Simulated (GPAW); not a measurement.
# SiC (Moissanite) (P6_3mc) in GPAW: notebook, part 2 of 2

GPAW 26.7.0.

## Step 4: Relaxation of cell and atoms, PBEsol, target pressure 5 GPa, at which the enthalpy is minimised

File run.py:

```python
from ase import Atoms
from ase.filters import FrechetCellFilter
from ase.io import write
from ase.optimize import BFGS
from ase.units import GPa
from gpaw import GPAW, PW, setup_paths

setup_paths.insert(0, '.')

atoms = Atoms(['Si', 'Si', 'C', 'C'],
              cell=[[3.076, 0.0, 0.0],
                    [-1.538, 2.663894142, 0.0],
                    [0.0, 0.0, 5.048]],
              scaled_positions=[[0.6666666667, 0.3333333333, 0.5],
                                [0.3333333333, 0.6666666667, 0.0],
                                [0.6666666667, 0.3333333333, 0.885],
                                [0.3333333333, 0.6666666667, 0.385]],
              pbc=True)

calc = GPAW(mode=PW(800),
            xc='PBEsol',
            kpts={'size': (7, 7, 4), 'gamma': True},
            occupations={'name': 'fermi-dirac', 'width': 0.05},
            nbands=18,
            convergence={'density': 1e-05, 'forces': 0.0001},
            maxiter=150,
            txt='gpaw.txt')
atoms.calc = calc
opt = BFGS(FrechetCellFilter(atoms, scalar_pressure=5 * GPa), trajectory='relax.traj', logfile='-')
done = opt.run(fmax=0.02, steps=60)
calc.write('gs.gpw')
write('result.traj', atoms)
print('Converged:', done)
print('Cell:', atoms.cell.cellpar().round(4))
print('Volume:', round(atoms.get_volume(), 4))
print(atoms.get_scaled_positions().round(5))
```

The run is started by

```
$ gpaw-setup -f PBEsol C Si
$ OMP_NUM_THREADS=1 python run.py
```

Run time: 1.8 min. Hardware: 1 thread of Arm Neoverse V1, shared host; peak memory 0.23 GiB.

The run converged. Its results:

```
Free energy                                            : -31.6998 eV
Relaxed volume                                         : 10.18 Å³/atom
Relaxed cell                                           : a = 3.060 Å, b = 3.060 Å, c = 5.019 Å, α = 90.00°, β = 90.00°, γ = 120.00°
Space group after relaxing (to 0.05 Å)                 : P6_3mc (No. 186)
Energy change on relaxing (the enthalpy is what falls) : -5.8 meV/atom
Ionic steps                                            : 6
Pressure after relaxing                                : 4.9 GPa
Largest force after relaxing                           : 0.019 eV/Å
Band gap on the k mesh                                 : 2.42 eV, indirect (least direct gap 3.94 eV)
```

Forces on the atoms (eV/Å):
```
Si   0.000  0.000  0.019
Si   0.000  0.000  0.019
C    0.000  0.000 -0.019
C    0.000  0.000 -0.019
```

Stress tensor (GPa, compression positive):
```
4.89 0.00 0.00
0.00 4.89 0.00
0.00 0.00 5.01
```

Step by step:
```
step  energy change (eV)  largest force (eV/Å)  pressure (GPa)  volume (Å³)
   1              0.0000                0.7587            1.47        41.36
   2             -0.0252                0.4166            1.82        41.26
   3             -0.0314                0.0919            2.93        41.05
   4             -0.0308                0.0341            3.20        41.00
   5             -0.0258                0.0341            4.40        40.80
   6             -0.0231                0.0190            4.93        40.71
```

Final structure:
```xyz
4
Lattice="3.0604 0.0000 0.0000 -1.5302 2.6504 0.0000 0.0000 0.0000 5.0188" Properties=species:S:1:pos:R:3 pbc="T T T"
Si    1.5302    0.8835    2.5318
Si    0.0000    1.7669    0.0224
C     1.5302    0.8835    4.4192
C     0.0000    1.7669    1.9098
```

Levels at points of the mesh, in eV from the valence-band top:
```
           k point  band 4  band 5  band 6  band 7  band 8  band 9  band 10  band 11  band 12  band 13
(0.00, 0.00, 0.00)   -1.34   -1.34   -0.10    0.00    0.00    4.87     6.36     6.68     6.68     7.82
(0.00, 0.00, 0.50)   -4.49   -0.72   -0.72   -0.72   -0.72    5.96     5.96     7.35     7.35     7.35
```

Caveat: later steps reuse the first step's grids; an odd mesh through Γ misses points on the zone boundary, where band edges often lie.

## Step 5: Relaxation of cell and atoms, PBEsol, target pressure 10 GPa, at which the enthalpy is minimised

run.py: that of step 4 with these lines changed.

```diff
@@ -28,3 +28,3 @@
 atoms.calc = calc
-opt = BFGS(FrechetCellFilter(atoms, scalar_pressure=5 * GPa), trajectory='relax.traj', logfile='-')
+opt = BFGS(FrechetCellFilter(atoms, scalar_pressure=10 * GPa), trajectory='relax.traj', logfile='-')
 done = opt.run(fmax=0.02, steps=60)
```

The run is started by

```
$ gpaw-setup -f PBEsol C Si
$ OMP_NUM_THREADS=1 python run.py
```

Run time: 89 s. Hardware: 1 thread of Arm Neoverse V1, shared host; peak memory 0.21 GiB.

It converged, with:

* Free energy: -31.6612 eV
* Relaxed volume: 9.98 Å³/atom
* Relaxed cell: a = 3.040 Å, b = 3.040 Å, c = 4.985 Å, α = 90.00°, β = 90.00°, γ = 120.00°
* Space group after relaxing (to 0.05 Å): P6_3mc (No. 186)
* Energy change on relaxing (the enthalpy is what falls): +3.9 meV/atom
* Ionic steps: 5
* Pressure after relaxing: 10.0 GPa
* Largest force after relaxing: 0.011 eV/Å
* Band gap on the k mesh: 2.38 eV, indirect (least direct gap 3.98 eV)

Forces on the atoms (eV/Å):
```
Si   0.000  0.000  0.011
Si   0.000  0.000  0.011
C    0.000  0.000 -0.011
C    0.000  0.000 -0.011
```

Stress tensor (GPa, compression positive):
```
 9.92  0.00  0.00
 0.00  9.92  0.00
 0.00  0.00 10.06
```

Step by step:
| step | energy change (eV) | largest force (eV/Å) | pressure (GPa) | volume (Å³) |
| --- | --- | --- | --- | --- |
| 1 | 0.0000 | 0.7587 | 1.47 | 41.36 |
| 2 | -0.0230 | 0.4198 | 2.62 | 41.12 |
| 3 | -0.0129 | 0.2487 | 6.08 | 40.52 |
| 4 | -0.0100 | 0.1514 | 6.80 | 40.40 |
| 5 | 0.0155 | 0.0106 | 9.97 | 39.90 |

Final structure:
```yaml
crystal:
  lattice:
    - [3.04014, 0.00000, 0.00000]
    - [-1.52007, 2.63284, 0.00000]
    - [0.00000, 0.00000, 4.98499]
  atoms:
    - { symbol: Si, position: [0.66667, 0.33333, 0.50453] }
    - { symbol: Si, position: [0.33333, 0.66667, 0.00453] }
    - { symbol: C, position: [0.66667, 0.33333, 0.88048] }
    - { symbol: C, position: [0.33333, 0.66667, 0.38048] }
```

Levels at points of the mesh, in eV from the valence-band top:
```tsv
k point	band 6	band 7	band 8	band 9	band 10	band 11
(0.00, 0.00, 0.00)	-0.11	0.00	0.00	5.03	6.57	6.79
(0.00, 0.00, 0.50)	-0.73	-0.73	-0.73	6.13	6.13	7.46
```

Caveat: later steps reuse the first step's grids; an odd mesh through Γ misses points on the zone boundary, where band edges often lie. Expect the measured gap to be larger: semilocal functionals such as PBEsol lack the derivative discontinuity.

## Step 6: Summary

```csv
cell,target pressure,gap on the mesh (eV),pressure (GPa),largest force (eV/Å)
relaxed,-,2.45,0.0,0.02
relaxed to 2 GPa,2 GPa,2.43,2.0,0.01
relaxed to 5 GPa,5 GPa,2.42,4.9,0.02
relaxed to 10 GPa,10 GPa,2.38,10.0,0.01
```

Alike in all rows: task relaxation of cell and atoms; level PBEsol; potentials or basis PAW data sets generated in the run's folder for this functional, pw; no spin polarisation; k mesh 7 × 7 × 4; cutoff (eV) 800; smearing fermi-dirac 0.05 eV.

Caveats: later steps reuse the first step's grids; an odd mesh through Γ misses points on the zone boundary, where band edges often lie.

Total energies depend on the potentials used, so only differences within one code and one set of settings carry meaning.
